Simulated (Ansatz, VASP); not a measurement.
## One calculation of MgS, two programs

INCAR

```
SYSTEM = MgS
PREC = Accurate ; ENCUT = 520
EDIFF = 1E-8 ; ISMEAR = -1
SIGMA = 0.03 ; LREAL = .False.
LASPH = .True. ; NELM = 80
ALGO = Normal ; ISIF = 2
LWAVE = .False. ; LCHARG = .False.
GGA = PE ; LEFG = .True.
NBANDS = 11
```

The input KPOINTS:

```
Automatic mesh
0
Gamma
  10 10 10
  0 0 0
```

Contents of POSCAR:

```
MgS
1.0
    0.0000000000      2.5236005000      2.6016500000
    2.5236005000      0.0000000000      2.6016500000
    2.5236005000      2.5236005000      0.0000000000
Mg S
1 1
Direct
    0.0000000000      0.0000000000      0.0000000000
    0.5000000000      0.5000000000      0.5000000000
```

Input for Ansatz:

```yaml
crystal:
  lattice:
    - [0.0, 2.5236005, 2.60165]
    - [2.5236005, 0.0, 2.60165]
    - [2.5236005, 2.5236005, 0.0]
  atoms:
    - { symbol: Mg, position: [0.0, 0.0, 0.0] }
    - { symbol: S, position: [0.5, 0.5, 0.5] }
kpoints:
  mp_grid: { grid: [10, 10, 10] }
scf:
  occupations: { method: fermi_dirac, width: 0.03 }
hamiltonian:
  xc: pbe
  pseudopotentials: { kind: paw }
output:
  forces: true
  stress: true
  eigenvalues: true
  efg: { contact_densities: true }
```

Change from the starting cell: x and y stretched by -3 %, z held, PAW files.

Alike in both runs: task electric field gradients; functional PBE; k mesh 10 × 10 × 10; occupations fermi-dirac, width 0.03 eV; no spin polarisation.

|  | VASP | Ansatz |
| --- | --- | --- |
| version | VASP 6.6.1 | Ansatz 0.2.0 |
| potentials or method | VASP PAW PBE potentials, release 64 (Mg, S) | PAW with Ansatz's default frozen-core files, scalar-relativistic |
| plane-wave cutoff (eV) | 520 | 420 |
| valence electrons in the cell | 8 | 16 |

|  | VASP | Ansatz | Ansatz less VASP |
| --- | --- | --- | --- |
| gap on the k mesh at the Fermi level (eV) | 2.77 | 2.79 | +0.011 |
| pressure (GPa) | 6.4 | 6.8 | +0.32 |
| largest component of the traceless stress (GPa) | 2.84 | 2.84 | +0.007 |
| Vzz of the field gradient on the site that differs most (V/Å²) | 3.4 | 3.0 | -0.42 |

The two sets of potentials don't hold the same shells in valence.

A k mesh can miss the band edges.
